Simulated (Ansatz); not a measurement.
**Zn in Ansatz: the effect of functional**

Crystal: Zn.

```xyz
2
Lattice="2.6700 0.0000 0.0000 -1.3350 2.3123 0.0000 0.0000 0.0000 4.9660" Properties=species:S:1:pos:R:3 pbc="T T T"
Zn    1.3350    0.7708    3.7245
Zn    0.0000    1.5415    1.2415
```

Alike in all runs:

- Program: Ansatz 0.2.0
- Task: band structure
- Potentials or basis: all-electron LAPW, scalar-relativistic
- Cutoff: 264 eV
- Basis error allowed: 0.001 eV/atom
- k mesh: 11 × 11 × 6
- Occupations: fermi-dirac, width 0.05 eV
- Spin: no spin polarisation

**Question.** One run gave: pressure -5.6 GPa. Which functional did it use?
A. PBE
B. LDA
C. PBEsol

**Answer.** C.

```csv
functional,pressure (GPa)
PBE,-0.7
LDA,-9.1
PBEsol,-5.6
```

Not every run made on this cell is shown here.
